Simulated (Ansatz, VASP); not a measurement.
Mo: VASP beside Ansatz

```xyz
2
Lattice="0.0000 2.8572 2.8572 2.8572 0.0000 2.8572 2.8572 2.8572 0.0000" Properties=species:S:1:pos:R:3 pbc="T T T"
Mo    0.7143    0.7143    0.7143
Mo    5.0002    5.0002    5.0002
```

Alike in both runs: task single point; functional LDA; k mesh 11 × 11 × 11; occupations fermi-dirac, width 0.1 eV; no spin polarisation.

|  | VASP | Ansatz |
| --- | --- | --- |
| version | VASP 6.6.1 | Ansatz 0.2.0 |
| potentials or method | VASP PAW LDA potentials, release 64 (Mo_sv) | plane waves (420 eV) with PAW, scalar-relativistic |
| plane-wave cutoff (eV) | 520 | 420 |
| valence electrons in the cell | 28 | 28 |

Ansatz gave:

| Quantity | Value |
| --- | --- |
| pressure (GPa) | -8.1 |

Task: Which values does VASP return?

Result: Pressure (GPa): -7.6.

Ansatz warned: «pseudo_functional_mismatch».
